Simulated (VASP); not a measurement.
# Sb (R-3m) in VASP: further runs

The runs below take Sb through band structure, with LDA, RPBE, r2SCAN+rVV10.

Everything below comes from runs of VASP 6.6.1. Logs are shortened: lines on timing, memory, paths and dates and some standing lists are left out, and cuts for length are marked.

## (1) The crystal as given

The structure is trigonal, space group R-3m (No. 166). The conventional cell has a = 4.300 Å, b = 4.300 Å, c = 10.942 Å, α = 90.00°, β = 90.00°, γ = 120.00°. Sb (site symmetry 3m) has 6 Sb at 2.92 to 3.26 Å as nearest neighbours.

## (2) Band structure, LDA

Contents of INCAR:

```
  PREC = Accurate
  ENCUT = 520
  EDIFF = 1E-7
  ISMEAR = 1
  SIGMA = 0.1
  LREAL = F
  LASPH = T
  NELM = 80
  ALGO = Fast
  ISIF = 2
  LWAVE = F
  LCHARG = F
  NBANDS = 12
  ICORELEVEL = 1
```

Contents of KPOINTS:

```
Automatic mesh
0
Gamma
  12 12 10
```

Contents of POSCAR:

```
Sb                                      
1.0
    2.1499439914      1.2412707423      3.6473172948
   -2.1499439914      1.2412707423      3.6473172948
    0.0000000000     -2.4825414846      3.6473172948
  Sb            
     2
Direct
     0.2367028076213273    0.2367028076213273    0.2367028076213273
     0.7632971923786727    0.7632971923786727    0.7632971923786727
```

Contents of KPOINTS_OPT:

```
explicit points
188
Reciprocal
 0.0000000000  0.0000000000  0.0000000000 1
 0.0263157895  0.0000000000  0.0000000000 1
 0.0526315789  0.0000000000  0.0000000000 1
 0.0789473684  0.0000000000  0.0000000000 1
 0.1052631579  0.0000000000  0.0000000000 1
 0.1315789474  0.0000000000  0.0000000000 1
[... 180 lines left out ...]
 0.6301563178  0.6301563178  0.2396873643 1
 0.6301563178  0.3698436822  0.0000000000 1
```

Potentials or basis: VASP PAW LDA potentials, release 64 (Sb).

Command:

```bash
> cat potpaw_LDA.64/Sb/POTCAR > POTCAR
> mpirun -np 1 vasp_std > vasp.out
```

OUTCAR:

```text
PREC = Accurate
   ENCUT = 520
   EDIFF = 1E-7
   ISMEAR = 1
   LREAL = F
   LASPH = T
   NELM = 80
   ISIF = 2

 ion  position               nearest neighbor table
   1  0.237  0.237  0.237-   2 2.92   2 2.92   2 2.92   2 3.26   2 3.26   2 3.26
   2  0.763  0.763  0.763-   1 2.92   1 2.92   1 2.92   1 3.26   1 3.26   1 3.26

  LATTYP: Found a trigonal (rhomboedric) cell.
 ALAT       =     4.4120217215
 COS(alpha) =     0.5250925263

  Lattice vectors:

 A1 = (   2.1499439914,   1.2412707423,   3.6473172948)
 A2 = (  -2.1499439914,   1.2412707423,   3.6473172948)
 A3 = (   0.0000000000,  -2.4825414846,   3.6473172948)

Analysis of symmetry for initial positions (statically):
=====================================================================
 Subroutine PRICEL returns:
 Original cell was already a primitive cell.

 Routine SETGRP: Setting up the symmetry group for a
 trigonal (rhombohedral) supercell.

 Subroutine GETGRP returns: Found 12 space group operations
 (whereof 12 operations were pure point group operations)
 out of a pool of 12 trial point group operations.

The static configuration has the point symmetry D_3d.

Analysis of symmetry for dynamics (positions and initial velocities):
=====================================================================
 Subroutine PRICEL returns:
 Original cell was already a primitive cell.

 Routine SETGRP: Setting up the symmetry group for a
 trigonal (rhombohedral) supercell.

 Subroutine GETGRP returns: Found 12 space group operations
 (whereof 12 operations were pure point group operations)
 out of a pool of 12 trial point group operations.

The dynamic configuration has the point symmetry D_3d.

 Subroutine INISYM returns: Found 12 space group operations
 (whereof 12 operations are pure point group operations),
 and found     1 'primitive' translations

----------------------------------------------------------------------------------------

                                     Primitive cell

  volume of cell :      58.4008

  direct lattice vectors                    reciprocal lattice vectors
     2.149943991  1.241270742  3.647317295     0.232564198  0.134271002  0.091391372
    -2.149943991  1.241270742  3.647317295    -0.232564198  0.134271002  0.091391372
     0.000000000 -2.482541485  3.647317295     0.000000000 -0.268542005  0.091391372

  length of vectors
     4.412021721  4.412021721  4.412021722     0.283667395  0.283667395  0.283667395

  position of ions in fractional coordinates (direct lattice)
     0.236702808  0.236702808  0.236702808
     0.763297192  0.763297192  0.763297192

  ion indices of the primitive-cell ions
   primitive index   ion index
                 1           1
                 2           2

----------------------------------------------------------------------------------------

 KPOINTS: Automatic mesh

Automatic generation of k-mesh.
 Grid dimensions read from file:
 generate k-points for:   12   12   10

 Generating k-lattice:

  Cartesian coordinates                     Fractional coordinates (reciprocal lattice)
     0.019380350  0.011189250  0.007615948     0.083333333 -0.000000000 -0.000000000
    -0.019380350  0.011189250  0.007615948    -0.000000000  0.083333333 -0.000000000
     0.000000000 -0.026854200  0.009139137    -0.000000000 -0.000000000  0.100000000

  Length of vectors
     0.023638950  0.023638950  0.028366740

  Shift w.r.t. Gamma in fractional coordinates (k-lattice)
     0.000000000  0.000000000  0.000000000

 -----------------------------------------------------------------------------
|                                                                             |
|           W    W    AA    RRRRR   N    N  II  N    N   GGGG   !!!           |
|           W    W   A  A   R    R  NN   N  II  NN   N  G    G  !!!           |
|           W    W  A    A  R    R  N N  N  II  N N  N  G       !!!           |
|           W WW W  AAAAAA  RRRRR   N  N N  II  N  N N  G  GGG   !            |
|           WW  WW  A    A  R   R   N   NN  II  N   NN  G    G                |
|           W    W  A    A  R    R  N    N  II  N    N   GGGG   !!!           |
|                                                                             |
|     Your reciprocal lattice and k-lattice belong to different lattice       |
|     classes:                                                                |
|                                                                             |
|        The reciprocal lattice is rhombohedral (trigonal),                   |
|        whereas your k-lattice is base-centered monoclinic.                  |
|                                                                             |
|     Results are often still useful ...                                      |
|                                                                             |
 -----------------------------------------------------------------------------

 WARNING: IBZKPT: internal override: KBLOWUP is changed to .FALSE.
      ... skipping the blow-up phase ...

 Subroutine IBZKPT returns following result:
 ===========================================

 Found    391 irreducible k-points:

 Following reciprocal coordinates:
            Coordinates               Weight
  0.000000  0.000000  0.000000      1.000000
  0.083333  0.000000  0.000000      4.000000
  0.166667 -0.000000 -0.000000      4.000000
  0.250000  0.000000  0.000000      4.000000
  0.333333 -0.000000  0.000000      4.000000
  0.416667  0.000000  0.000000      4.000000
[... 16 lines left out ...]
  0.500000  0.166667  0.000000      8.000000
 -0.416667  0.166667  0.000000      4.000000
 [... further k-points ...]
   k-points           NKPTS =    391   k-points in BZ     NKDIM =    391   number of bands    NBANDS=     12
   number of dos      NEDOS =    301   number of ions     NIONS =      2
   total plane-waves  NPLWV =  46656
   dimension x,y,z NGX =    36 NGY =   36 NGZ =   36
   dimension x,y,z NGXF=    72 NGYF=   72 NGZF=   72
   ions per type =               2
   NGX,Y,Z   is equivalent  to a cutoff of  13.56, 13.56, 13.56 a.u.
   NGXF,Y,Z  is equivalent  to a cutoff of  27.13, 27.13, 27.13 a.u.
 SYSTEM =  unknown system
   PREC   = accura    normal or accurate (medium, high low for compatibility)
   ISTART =      0    job   : 0-new  1-cont  2-samecut
   ICHARG =      2    charge: 1-file 2-atom 10-const
   ISPIN  =      1    spin polarized calculation?
   LNONCOLLINEAR =      F non collinear calculations
   LSORBIT =      F    spin-orbit coupling
   LASPH  =      T    aspherical Exc in radial PAW
   ENCUT  =  520.0 eV  38.22 Ry    6.18 a.u.   8.20  8.20  8.20*2*pi/ulx,y,z
   NELM   =     80;   NELMIN=  2; NELMDL= -5     # of ELM steps
   EDIFF  = 0.1E-06   stopping-criterion for ELM
   LREAL  =      F    real-space projection
   EDIFFG = 0.1E-05   stopping-criterion for IOM
   NSW    =      0    number of steps for IOM
   IBRION =     -1    ionic relax: 0-MD 1-quasi-New 2-CG
   NFREE  =      0    steps in history (QN), initial steepest desc. (CG)
   ISIF   =      2    stress and relaxation
   ISYM   =      2    0-nonsym 1-usesym 2-fastsym
   POTIM  = 0.5000    time-step for ionic-motion
   TEBEG  =    0.0;   TEEND  =   0.0 temperature during run
   PSTRESS=    0.0 pullay stress
   NELECT =      10.0000    total number of electrons
   NUPDOWN=      -1.0000    fix difference up-down
   EMIN   =  10.00;   EMAX   =-10.00  energy-range for DOS
   EFERMI =   0.00;   METHOD = LEGACY
   ISMEAR =     1;   SIGMA  =   0.10  broadening in eV -4-tet -1-fermi 0-gaus
   EFERMI_NEDOS =   21; number of points for ismear=-14 and -15
   IALGO  =     68    algorithm
   IMIX   =      4    mixing-type and parameters
     AMIX     =   0.40;   BMIX     =  1.00
     AMIX_MAG =   1.60;   BMIX_MAG =  1.00
  volume/ion in A,a.u.               =      29.20       197.05
  Fermi-wavevector in a.u.,A,eV,Ry     =   0.909080  1.717912 11.244210  0.826426
  Thomas-Fermi vector in A             =   2.033082
   LORBIT       =      0    0 simple, 1 ext, 2 COOP (PROOUT), +10 PAW based schemes
   GGA     = CA    functional components
   LHFCALC =     F    Hartree Fock is set to
   AEXX    =    0.0000 exact exchange contribution
   IVDW    =     0    specifies the selected vdW correction
   LEPSILON=     F    determine dielectric tensor
   LRPA    =     F    only Hartree local field effects (RPA)
 non-spin polarized calculation
 RMM-DIIS sequential band-by-band and
 Methfessel and Paxton  Order N= 1 SIGMA  =   0.10
  energy-cutoff  :      520.00
  volume of cell :       58.40
 maximum number of plane-waves:      1588
 NGX is ok and might be reduce to    36
   NGX = 17   NGY = 17   NGZ = 17

 number of electron      10.0000000 magnetization

 Free energy of the ion-electron system (eV)
  ---------------------------------------------------
  ext. energy  EPLUGINS =         0.00000000
  ---------------------------------------------------
  free energy    TOTEN  =        -9.62639508 eV

  energy without entropy =       -9.62680789  energy(sigma->0) =       -9.62653269

 the core state eigenenergies are
   1-  1s -30110.4186  2s  -4577.4612  2p  -4114.7857  3s   -887.4962  3p   -736.0632
       3d   -503.4529  4s   -135.8643  4p    -89.3000  4d    -21.5536
   2-  1s -30110.4186  2s  -4577.4612  2p  -4114.7857  3s   -887.4962  3p   -736.0632
       3d   -503.4529  4s   -135.8643  4p    -89.3000  4d    -21.5536

 E-fermi :   7.4604     XC(G=0):  -9.8697

 val. band max:        7.4471348410   @ k =  -0.4167   0.4167   0.5000
 cond. band min:       7.4792117627   @ k =   0.0833   0.0833   0.4000
 fundamental gap:      0.0320769217
 Fermi energy:         7.4604367336

 k-point     1 :       0.0000    0.0000    0.0000
  band No.  band energies     occupation
      1      -5.3762      2.00000
      2       2.8470      2.00000
      3       5.5347      2.00000
      4       5.6709      2.00000
      5       5.6709      2.00000
      6       9.9201      0.00000
      7      10.3788      0.00000
      8      10.3788      0.00000
      9      12.4325      0.00000
     10      12.4325      0.00000
     11      12.5922      0.00000
     12      14.0621      0.00000
[... 271 lines left out ...]
 k-point    20 :       0.2500    0.1667    0.0000
  band No.  band energies     occupation

------------------------ aborting loop because EDIFF is reached ----------------------------------------

  FORCE on cell =-STRESS in cart. coord.  units (eV):
  Direction    XX          YY          ZZ          XY          YZ          ZX
  --------------------------------------------------------------------------------------
  -------------------------------------------------------------------------------------
  Total        0.0022431      0.0022431     -0.0029451      0.0000000     -0.0000000      0.0000000
  in kB        0.0615375      0.0615375     -0.0807957      0.0000000     -0.0000000      0.0000000
  external PRESSURE =       0.0140931 kB  Pullay stress =       0.0000000 kB

 VOLUME and BASIS-vectors are now :
 -----------------------------------------------------------------------------
  energy-cutoff  :      520.00
  volume of cell :       58.40
      direct lattice vectors                 reciprocal lattice vectors
     2.149943991  1.241270742  3.647317295     0.232564198  0.134271002  0.091391372
    -2.149943991  1.241270742  3.647317295    -0.232564198  0.134271002  0.091391372
     0.000000000 -2.482541485  3.647317295     0.000000000 -0.268542005  0.091391372

 POSITION                                       TOTAL-FORCE (eV/Angst)
 -----------------------------------------------------------------------------------
      0.00000      0.00000      2.58999         0.000000      0.000000      0.004818
      0.00000      0.00000      8.35196         0.000000     -0.000000     -0.004818
 -----------------------------------------------------------------------------------
    total drift:                                0.000000     -0.000000      0.000000

  FREE ENERGIE OF THE ION-ELECTRON SYSTEM (eV)
  ---------------------------------------------------
  free  energy   TOTEN  =        -9.6263950816 eV

  energy  without entropy=       -9.6268078920  energy(sigma->0) =       -9.62653269
```

Wall time 2.4 min (1 thread of Intel Xeon 6975P-C (Granite Rapids), shared host); peak memory 0.49 GiB.

What came out:

```
Free energy             : -9.6264 eV
Pressure                : 0.0 GPa
Largest force           : 0.005 eV/Å
Band gap along the path : none (metal or under the smearing width)
```

Forces on the atoms (eV/Å):
```
Sb   0.000  0.000  0.005
Sb   0.000  0.000 -0.005
```

Levels at the corners of the path, in eV from the Fermi level:
| point | band 3 | band 4 | band 5 | band 6 | band 7 | band 8 |
| --- | --- | --- | --- | --- | --- | --- |
| Γ | -1.93 | -1.79 | -1.79 | 2.46 | 2.92 | 2.92 |
| L | -1.67 | -1.49 | -0.26 | -0.11 | 0.28 | 0.29 |
| L | -1.67 | -1.49 | -0.26 | -0.11 | 0.28 | 0.29 |
| B1 | -5.07 | -4.95 | -0.48 | 0.63 | 4.74 | 4.79 |
| B | -5.07 | -4.95 | -0.48 | 0.63 | 4.74 | 4.79 |
| Z | -1.19 | -1.19 | -0.40 | -0.04 | -0.04 | 0.99 |
| Z | -1.19 | -1.19 | -0.40 | -0.04 | -0.04 | 0.99 |
| Γ | -1.93 | -1.79 | -1.79 | 2.46 | 2.92 | 2.92 |
| Γ | -1.93 | -1.79 | -1.79 | 2.46 | 2.92 | 2.92 |
| X | -5.40 | -3.17 | -2.86 | 2.93 | 3.47 | 4.09 |
| Q | -5.40 | -3.17 | -2.86 | 2.93 | 3.47 | 4.09 |
| F | -5.63 | -3.78 | -3.74 | 1.66 | 5.19 | 5.56 |
| F | -5.63 | -3.78 | -3.74 | 1.66 | 5.19 | 5.56 |
| P1 | -5.45 | -3.25 | -2.77 | 2.79 | 3.29 | 4.53 |
| P1 | -5.45 | -3.25 | -2.77 | 2.79 | 3.29 | 4.53 |
| Z | -1.19 | -1.19 | -0.40 | -0.04 | -0.04 | 0.99 |
| L | -1.67 | -1.49 | -0.26 | -0.11 | 0.28 | 0.29 |
| P | -5.45 | -3.25 | -2.77 | 2.79 | 3.29 | 4.53 |

Core levels (eV, on the scale of the bands):
```
atom                                                                                               levels
1 Sb  1s -30110.4, 2s -4577.5, 2p -4114.8, 3s -887.5, 3p -736.1, 3d -503.5, 4s -135.9, 4p -89.3, 4d -21.6
2 Sb  1s -30110.4, 2s -4577.5, 2p -4114.8, 3s -887.5, 3p -736.1, 3d -503.5, 4s -135.9, 4p -89.3, 4d -21.6
```

Caveat: spin-orbit coupling is left out, which moves the levels of the heavy elements.

## (3) Band structure, RPBE

This run uses another cell than the first one, of 33.28 Å³/atom, 1.140 times its volume.

Contents of INCAR:

```
SYSTEM = Sb
  PREC = Accurate
  ENCUT = 520
  EDIFF = 1E-6
  ISMEAR = 1
  SIGMA = 0.1
  LREAL = .False.
  LASPH = .True.
  NELM = 80
  ALGO = Normal
  ISIF = 2
  LWAVE = .False.
  LCHARG = .False.
  GGA = RP
  NBANDS = 12
  ICORELEVEL = 1
```

Contents of KPOINTS:

```
regular mesh
0
Gamma
  12 12 10
  0 0 0
```

Contents of POSCAR:

```
Sb                                      
1.0
    2.1984422879      1.2692712468      3.9757141834
   -2.1984422879      1.2692712468      3.9757141834
    0.0000000000     -2.5385424937      3.9757141834
  Sb            
     2
Direct
     0.2308072354153836    0.2308072354153836    0.2308072354153836
     0.7691927645846164    0.7691927645846164    0.7691927645846164
```

KPOINTS_OPT is that of step 2.

Potentials or basis: VASP PAW PBE potentials, release 64 (Sb).

Command:

```bash
> cat potpaw_PBE.64/Sb/POTCAR > POTCAR
> mpirun -np 1 vasp_std > vasp.out
```

Wall time 4.2 min (1 thread of AMD EPYC 9R14 (Zen 4), shared host); peak memory 0.52 GiB.

Results (log left out):

* Free energy: -7.5564 eV
* Pressure: 0.0 GPa
* Band gap along the path: none (metal or under the smearing width)

Levels at the corners of the path, in eV from the Fermi level:
| point | band 1 | band 2 | band 3 | band 4 | band 5 | band 6 | band 7 | band 8 | band 9 | band 10 |
| --- | --- | --- | --- | --- | --- | --- | --- | --- | --- | --- |
| Γ | -12.10 | -5.27 | -1.99 | -1.62 | -1.62 | 1.73 | 2.43 | 2.43 | 5.33 | 5.33 |
| L | -10.02 | -9.19 | -1.96 | -1.96 | -0.32 | -0.22 | 0.25 | 0.82 | 7.20 | 7.56 |
| L | -10.02 | -9.19 | -1.96 | -1.96 | -0.32 | -0.22 | 0.25 | 0.82 | 7.20 | 7.56 |
| B1 | -9.64 | -8.77 | -4.47 | -4.31 | -0.90 | 0.78 | 4.38 | 4.44 | 5.60 | 5.86 |
| B | -9.64 | -8.77 | -4.47 | -4.31 | -0.90 | 0.78 | 4.38 | 4.44 | 5.60 | 5.86 |
| Z | -10.96 | -8.45 | -1.24 | -1.24 | -0.54 | 0.44 | 0.44 | 1.17 | 6.57 | 8.28 |
| Z | -10.96 | -8.45 | -1.24 | -1.24 | -0.54 | 0.44 | 0.44 | 1.17 | 6.57 | 8.28 |
| Γ | -12.10 | -5.27 | -1.99 | -1.62 | -1.62 | 1.73 | 2.43 | 2.43 | 5.33 | 5.33 |
| Γ | -12.10 | -5.27 | -1.99 | -1.62 | -1.62 | 1.73 | 2.43 | 2.43 | 5.33 | 5.33 |
| X | -9.56 | -8.89 | -4.74 | -2.86 | -2.74 | 2.61 | 2.72 | 4.33 | 5.25 | 7.08 |
| Q | -9.56 | -8.89 | -4.74 | -2.86 | -2.74 | 2.61 | 2.72 | 4.33 | 5.25 | 7.08 |
| F | -10.05 | -8.00 | -4.83 | -3.37 | -3.25 | 1.67 | 4.38 | 5.26 | 6.04 | 8.38 |
| F | -10.05 | -8.00 | -4.83 | -3.37 | -3.25 | 1.67 | 4.38 | 5.26 | 6.04 | 8.38 |
| P1 | -9.99 | -8.46 | -4.78 | -2.88 | -2.45 | 2.18 | 2.96 | 4.64 | 5.28 | 7.59 |
| P1 | -9.99 | -8.46 | -4.78 | -2.88 | -2.45 | 2.18 | 2.96 | 4.64 | 5.28 | 7.59 |
| Z | -10.96 | -8.45 | -1.24 | -1.24 | -0.54 | 0.44 | 0.44 | 1.17 | 6.57 | 8.28 |
| L | -10.02 | -9.19 | -1.96 | -1.96 | -0.32 | -0.22 | 0.25 | 0.82 | 7.20 | 7.56 |
| P | -9.99 | -8.46 | -4.78 | -2.88 | -2.45 | 2.18 | 2.96 | 4.64 | 5.28 | 7.59 |

Core levels (eV, on the scale of the bands):
| atom | levels |
| --- | --- |
| 1 Sb | 1s -30287.7, 2s -4599.6, 2p -4127.7, 3s -893.3, 3p -739.5, 3d -505.1, 4s -138.3, 4p -91.2, 4d -23.0 |
| 2 Sb | 1s -30287.7, 2s -4599.6, 2p -4127.7, 3s -893.3, 3p -739.5, 3d -505.1, 4s -138.3, 4p -91.2, 4d -23.0 |

Caveat: the PAW data sets were made with another functional, which shifts forces and pressure a little; spin-orbit coupling is left out, which moves the levels of the heavy elements.

(Part 1 of 2 ends here.)
